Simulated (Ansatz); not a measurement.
Ansatz input

```yaml
crystal:
  lattice:
    - [0.0, 2.3735850402, 2.3735850402]
    - [2.3735850402, 0.0, 2.3735850402]
    - [2.3735850402, 2.3735850402, 0.0]
  atoms:
    - { symbol: Hg, position: [0.0, 0.0, 0.0] }
hamiltonian:
  xc: r2scan
  pseudopotentials:
    kind: paw
    azcp:
      Hg: "pseudopotentials/Hg.paw.azcp"
basis:
  ecutwfc: 500
  fft_grid_basis: typed
kpoints:
  mp_grid: { grid: [19, 19, 19], shift: [0, 0, 0] }
magnetization:
  spin_polarized: false
scf:
  occupations: { method: fermi_dirac, width: 0.1 }
output:
  write_density: true
  write_potential: true
  elf: true
  volumetric_format: npy
```

and its output:

```
Engine: ansatz 0.2.0, x86_64-unknown-linux-gnu
Pseudopotentials: kind: paw
Pseudopotential: Hg, paw, valence charge 20, recommended cutoff 500 eV (meta_gga) 
Functional definition: r2SCAN
  parameter k0 = 0.174
  parameter k1 = 0.065
  parameter a1 = 4.9479
  exchange = r2scan_x(k0 = k0, k1 = k1, a1 = a1)
  correlation = r2scan_c
Crystal: 1 atoms, lattice volume = 26.745 Å³
Basis set: ecut = 500 eV, 645 PW (Γ), exchange–correlation on 100×100×100 points (64 copies of the dense FFT grid, shifted against one another)
Bands: 14, of which v1, the nominal top of the filled ones, is band 10 counted from 1 (9 counted from 0)
Symmetry: 48 space group operations
Space group: Fm-3m (ITA 225), of the structure as read, at distance tolerance 3.0e-5 Å
k-points: 220 of 6859
Non-local potential: Hg, projectors of the file, l = 0: 3, l = 1: 2, l = 2: 2, l = 3: 1
PAW form: soft (Blöchl's): semilocal exchange-correlation on the pseudo side does not see the compensation charge
PAW frozen core: Hg, regenerated for the run's functional (the file was generated under x = pbe(κ = 0.804, μ = 0.2195149727645171), c = pbe(β = 0.06672455060314922))
PAW one-centre angular grid: Hg, 590 points (default); XC on 160 Gauss nodes
Initial density: superposition of atomic densities (neutral atoms: chi_scale 0, normalization atom), corrected by the library's trained network
Initial wavefunctions: pseudopotential atomic-orbital guess
Functional: x = r2scan, c = r2scan; τ floored in thin density (d = 2e-4 eV/Å³)
SCF iter   1: F=—  HF=-13827.816414 eV  |F-HF|=—  |Δ(HF+E_count)|=         —  Δρ=8.19e-3  dr2=2.33e-2  dr2_τ=1.09e-3  ethr=1.77e-3  ⟨swp⟩=5.4  Hψ=16282  notcnv=0
SCF iter   2: F=—  HF=-13827.811876 eV  |F-HF|=—  |Δ(HF+E_count)|=   4.54e-3  Δρ=4.33e-3  dr2=6.87e-3  dr2_τ=3.04e-4  ethr=1.17e-4  ⟨swp⟩=1.1  Hψ=4873  notcnv=0
SCF iter   3: F=—  HF=-13827.810566 eV  |F-HF|=—  |Δ(HF+E_count)|=   1.31e-3  Δρ=5.26e-4  dr2=4.69e-5  dr2_τ=1.11e-5  ethr=3.44e-5  ⟨swp⟩=2.0  Hψ=4424  notcnv=0
SCF iter   4: F=—  HF=-13827.810639 eV  |F-HF|=—  |Δ(HF+E_count)|=   7.36e-5  Δρ=1.36e-4  dr2=3.91e-6  dr2_τ=3.64e-7  ethr=2.34e-7  ⟨swp⟩=2.2  Hψ=5189  notcnv=0
iter 5 did not close the SCF: its close was put off for the readings that it lacked (scf_convergence_deferred on its scf_iter line)
SCF iter   5: F=-13827.810639 eV  HF=-13827.810639 eV  |F-HF|=4.22e-8  |Δ(HF+E_count)|=   2.93e-7  Δρ=1.24e-5  dr2=3.08e-8  dr2_τ=1.34e-8  ethr=1.96e-8  ⟨swp⟩=2.0  Hψ=4441  notcnv=0
SCF iter   6: F=-13827.810639 eV  HF=-13827.810639 eV  |F-HF|=1.56e-9  |Δ(HF+E_count)|=   5.38e-8  Δρ=2.48e-6  dr2=7.79e-10  dr2_τ=1.64e-10  ethr=1.54e-10  ⟨swp⟩=1.2  Hψ=9022  notcnv=0
SCF 1 converged in 6 iterations: F = -13827.810639 eV  dr2 = 7.79e-10
SCF converged after 6 iterations
Free energy (F): -13827.810639 eV
Harris-Foulkes:  -13827.810639 eV  (|F-HF|=1.56e-9)
Internal energy: -13827.801863 eV  (E = F + TS)
E sigma→0 (E₀):  -13827.806251 eV
Entropy (-TS):   -0.008776 eV (-8.776 meV/atom)
Fermi energy:    12.180104 eV
--- Per-component energies (eV) ---
  E_band       = -448.777148
  E_kinetic    = 605.311293
  E_local      = -2694.392645  (includes V_loc(G=0)·N_el)
  E_nonlocal   = 74.122233
  E_hartree    = 1149.661675
  E_xc         = -208.361175
  E_vxc        = -290.171011  (∫ρ·V_xc dr)
  E_paw        = -9972.531745  (= ΣΔE_a)
  E_vpaw       = -463.221995  (= ΣTr[D̂ρ^β])
  E_aug_tail   = 0.000376  (compensation charges beyond the density's cutoff)
  E_vtau       = 20.251826  (kinetic-family band-sum trace: ∫τ·v_τ [+ j·A + Jᵃ·Aᵃ] dr)
  E_ewald      = -2781.462948
  E_core_change = -0.148928  (= ΣΔE_core)
  E_smearing   = -0.008776  (= −TS)
  E_closure    = -0.000000  (closes the sum)
  Σ components = -13827.810639   (vs F -13827.810639, Δ=0.00e0)
--- Band table (eV; the first three rows and the last of 220) ---
  k-point 0: bands = ["-104.5127", "-52.3330", "-52.3330", "-52.3330", "4.1373", "5.3579", "5.3579", "5.3579", "5.8525", "5.8525", "25.8248", "26.3190", "26.3190", "26.3190"]
  k-point 1: bands = ["-104.5128", "-52.3335", "-52.3331", "-52.3331", "4.2031", "5.3524", "5.3708", "5.3708", "5.8491", "5.8491", "25.4507", "25.9287", "26.2799", "26.2799"]
  k-point 2: bands = ["-104.5127", "-52.3352", "-52.3333", "-52.3333", "4.3904", "5.3476", "5.4050", "5.4050", "5.8435", "5.8435", "23.8285", "25.9872", "26.1584", "26.1584"]
  k-point 219: bands = ["-104.5120", "-52.3480", "-52.3472", "-52.3415", "5.1147", "5.3116", "5.4397", "5.9102", "6.3842", "12.1782", "15.2904", "15.6486", "17.6971", "28.8837"]
```

Launched by

```sh
ansatz run input.yaml --threads 1 --pin off --max-ram 3584MiB --backend cpu --events-out ev --progress --plain --runs-dir out
```

On 1 thread of Intel(R) Xeon(R) Platinum 8259CL CPU @ 2.50GHz (Skylake/Cascade Lake) (shared host) this took about 12 s of wall time and 12 s of CPU time.
